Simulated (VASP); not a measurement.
Input of a VASP 6.6.1 run:

The input INCAR:

```
SYSTEM = HfSiO4
  PREC = Accurate
  ENCUT = 520
  EDIFF = 1E-6
  ISMEAR = 0
  SIGMA = 0.03
  LREAL = .False.
  LASPH = .True.
  NELM = 120
  ALGO = Normal
  ISIF = 3
  LWAVE = .False.
  LCHARG = .False.
  GGA = PE
  IBRION = 2
  NSW = 90
  EDIFFG = -0.01
  KPAR = 4
```

The input KPOINTS:

```
Automatic mesh
0
Gamma
  6 6 4
  0 0 0
```

File POSCAR:

```
HfSiO4
1.0
    3.3200000000     -3.1070000000      0.0000000000
    3.3200000000      3.1070000000      0.0000000000
    0.0000000000      0.0000000000      6.4860000000
Hf Si O
2 2 8
Direct
    0.6004184100      0.3995815900      0.2500000000
    0.3995815900      0.6004184100      0.7500000000
    0.8654650800      0.1345349200      0.7500000000
    0.1345349200      0.8654650800      0.2500000000
    0.8168044100      0.7859064400      0.7500000000
    0.2140935600      0.1831955900      0.7500000000
    0.6943997400      0.3056002600      0.5549645400
    0.6943997400      0.3056002600      0.9450354600
    0.1831955900      0.2140935600      0.2500000000
    0.7859064400      0.8168044100      0.2500000000
    0.3056002600      0.6943997400      0.0549645400
    0.3056002600      0.6943997400      0.4450354600
```

Potentials or basis: VASP PAW PBE potentials, release 64 (Hf_pv, Si, O).

The run is started by

```sh
$ cat potpaw_PBE.64/Hf_pv/POTCAR potpaw_PBE.64/Si/POTCAR potpaw_PBE.64/O/POTCAR > POTCAR
$ mpirun -np 4 vasp_std > vasp.out
```

(1) Estimate the relaxed volume.

(2) Estimate the relaxed cell.

(3) What does it give for the band gap on the k mesh?

## Answers

(1) 13.25 Å³/atom.

(2) a = 5.011 Å, b = 5.011 Å, c = 6.357 Å, α = 90.00°, β = 90.00°, γ = 94.91°.

(3) 4.03 eV, indirect (least direct gap 4.05 eV).

Caveat: the volume moved by over 15 % at a fixed basis, so the end points are rough; spin-orbit coupling is left out, which moves the levels of the heavy elements.
